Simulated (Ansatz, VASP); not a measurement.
## One calculation of Se, two programs

Contents of INCAR:

```
SYSTEM = Se
  PREC = Accurate
  ENCUT = 600
  EDIFF = 1E-6
  ISMEAR = 0
  SIGMA = 0.1
  LREAL = .FALSE.
  LASPH = .TRUE.
  NELM = 80
  ALGO = Fast
  ISIF = 3
  LWAVE = .FALSE.
  LCHARG = .FALSE.
  GGA = PE
  IBRION = 2
  NSW = 100
  EDIFFG = -0.01
```

File KPOINTS:

```
regular mesh
0
G
  18 18 20
  0 0 0
```

POSCAR

```
Se
1.0
    2.9446647121      0.0000000000      0.0000000000
    0.0000000000      2.9446647121      0.0000000000
    0.0000000000      0.0000000000      2.6591382067
Se
1
Direct
    0.5000000000      0.5000000000      0.0000000000
```

Input for Ansatz:

```yaml
crystal:
  lattice:
    - [2.9446647121, 0.0, 0.0]
    - [0.0, 2.9446647121, 0.0]
    - [0.0, 0.0, 2.6591382067]
  atoms:
    - { symbol: Se, position: [0.5, 0.5, 0.0] }
basis:
  ecutwfc: 420
kpoints:
  mp_grid: { grid: [18, 18, 20] }
hamiltonian:
  xc: pbe
scf:
  occupations: { method: gaussian, width: 0.1 }
output:
  forces: true
  stress: true
  eigenvalues: true
  write_density: true
  write_potential: true
  elf: true
  volumetric_format: npy
relax:
  adjacent_minimum: "off"
  f_tol: 0.01
  max_steps: 80
  cell: { stress_tol: 0.05 }
```

Alike in both runs: task relaxation of cell and atoms; functional PBE; k mesh 18 × 18 × 20; occupations gaussian, width 0.1 eV; no spin polarisation.

|  | VASP | Ansatz |
| --- | --- | --- |
| version | VASP 6.6.1 | Ansatz 0.2.0 |
| potentials or method | VASP PAW PBE potentials, release 64 (Se) | scalar-relativistic, plane waves, PAW |
| plane-wave cutoff (eV) | 600 | 420 |
| valence electrons in the cell | 6 | 16 |

Ansatz gave:

| Property | Result |
| --- | --- |
| gap on the k mesh at the Fermi level, each at its own relaxed structure (eV) | none |
| relaxed volume (Å³/atom) | 22.69 |
| relaxed cell length with the largest relative difference (Å) | 2.841 |
| energy change over the relaxation (meV/atom) | -35 |

**Question.** What did VASP give for the same quantities?

**Answer.** gap on the k mesh at the Fermi level, each at its own relaxed structure (eV): none; relaxed volume (Å³/atom): 22.71; relaxed cell length with the largest relative difference (Å): 2.842; energy change over the relaxation (meV/atom): -35.

A gap of «none» marks a metal or a gap that the smearing closes. The two sets of potentials don't hold the same shells in valence.
